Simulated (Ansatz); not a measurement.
Runs of Ansatz 0.2.0 on Si. The typed cell holds 1 atom: a = 2.622 Å, b = 2.745 Å, c = 2.618 Å, α = 102.53°, β = 99.83°, γ = 125.45°. This isn't the form of Si at room conditions, which is diamond.

| task | level | cell | points for each segment of the path | gap on the mesh (eV) | pressure (GPa) |
| --- | --- | --- | --- | --- | --- |
| relaxation of cell and atoms | PBEsol0 | relaxed from: cell sheared at random, sigma 0.06, atoms nudged by 0.01 Å | - | none | 0.0 |
| single point | B3LYP | cell sheared at random, sigma 0.06, atoms nudged by 0.01 Å | - | none | 10.6 |
| band structure | HSE06 | cell sheared at random, sigma 0.06, atoms nudged by 0.01 Å | 4 | none | 3.8 |
| band structure | HSE03 | cell sheared at random, sigma 0.06, atoms nudged by 0.01 Å | 4 | none | 4.1 |
| single point | PBEsol0 | cell sheared at random, sigma 0.06, atoms nudged by 0.01 Å | - | none | (a) |

Alike in all rows: potentials or basis Ansatz PAW; no spin polarisation; k mesh 7 × 7 × 6; cutoff (eV) 420; smearing fermi-dirac 0.05 eV; the mesh is coarse, so values aren't converged.

Question: Fill in the values left out.

Answer: (a) 1.7.

Caveats: all runs use coarse meshes; the PAW data sets come from PBE, with cores solved anew for the run's functional, which leaves a small shift of forces and pressure; the thresholds are loose for stress (some runs); the plane-wave basis is chosen anew once the cell has moved, so the energies of steps on either side of that aren't comparable (some runs).

A gap of «none» marks a metal or a gap under the smearing width.
